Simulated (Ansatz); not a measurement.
MnS:

```
Mn S
1.0
     0.00000    2.60450    2.60450
     2.60450    0.00000    2.60450
     2.60450    2.60450    0.00000
Mn S
1 1
Direct
  0.00000 0.00000 0.00000
  0.50000 0.50000 0.50000
```

Base run:

```yaml
Program: Ansatz 0.2.0
Functional: LDA
Potentials_or_basis: Ansatz PAW
Cutoff: 420 eV
Density_cutoff: 1680 eV
k_mesh: 9 × 9 × 9
Occupations: fermi-dirac, width 0.05 eV
Spin: collinear spin, ferromagnetic start
Starting_moments: "[4.0, 0.0] μB"
Hubbard_terms: Mn d U = 1 eV
```

Its results: band gap on the k mesh none (metal or under the smearing width); pressure -7.7 GPa; net moment 4.81 μB per cell; site moments Mn +4.27; S +0.16 μB.

Q: The run is repeated on the same cell with these changes: hubbard terms from Mn d U = 1 eV to none; hubbard projectors from ortho-atomic (the default) to none. What comes out?

A: Band gap on the k mesh none (metal or under the smearing width); pressure -11.6 GPa; net moment 4.57 μB per cell; site moments Mn +4.08; S +0.14 μB.

Caveats: a cell with one magnetic atom can't hold antiferromagnetic order, which such compounds often take; the PAW data sets come from PBE, with cores solved anew for the run's functional, which leaves a small shift of forces and pressure; the magnetic or orbital state may not be the lowest (some runs); semilocal functionals often make such compounds metallic where correlation or magnetic order opens a gap, which also shifts bond lengths (some runs).

Not every run made on this cell is shown here.
